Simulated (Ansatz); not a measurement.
## Ligand exchange: C3H6O + GeH2Cl2 → C2H3ClO + GeH2(CH3)Cl

Species: C3H6O (acetone) `CC(C)=O`, singlet; GeH2Cl2 (dichlorogermane) `[Cl][GeH2][Cl]`, singlet; C2H3ClO (acetyl chloride) `CC(=O)Cl`, singlet; GeH2(CH3)Cl, singlet. The partners trade CH3 for Cl: C–CH3 and Ge–Cl bonds give way to C–Cl and Ge–CH3.

Shapes, held fixed at every level: PBE0-D4/def2-TZVP. Programs: Ansatz 0.2.0. The zero-point and thermal change to 298 K, harmonic and unscaled (PBE0-D4/def2-TZVP), is -3.0 kJ/mol.

(1) Estimate ΔH(298 K) of this reaction.

Answers

(1) The highest level, CCSD(T)/def2-TZVPP, gives ΔH(298 K) = +65.3 kJ/mol; the levels span +52.5 to +95.5. The column of differences is taken from that level and isn't an error. No measured value is set beside it here. Relativity is left out for Ge. Outer-core shells of Ge are correlated in most correlated rows, in sets that cover them unevenly.

```tsv
level	kind	ΔH(298 K) (kJ/mol)	less CCSD(T)/def2-TZVPP
HF/def2-SVP	Hartree–Fock	+95.5	+30.2
SPW92/def2-TZVPP	LDA	+52.5	-12.8
r2SCAN-D4/def2-TZVPP	meta-GGA	+58.2	-7.1
PBE0-D4/def2-TZVPP	global hybrid	+64.1	-1.2
wB97M-V/def2-TZVPP	range-separated hybrid	+68.0	+2.7
MP2/def2-SVP	perturbation theory	+68.5	+3.2
CCSD/def2-TZVPP	coupled cluster or CI	+70.9	+5.6
CCSD(T)/def2-TZVPP	coupled cluster or CI	+65.3	0.0
```
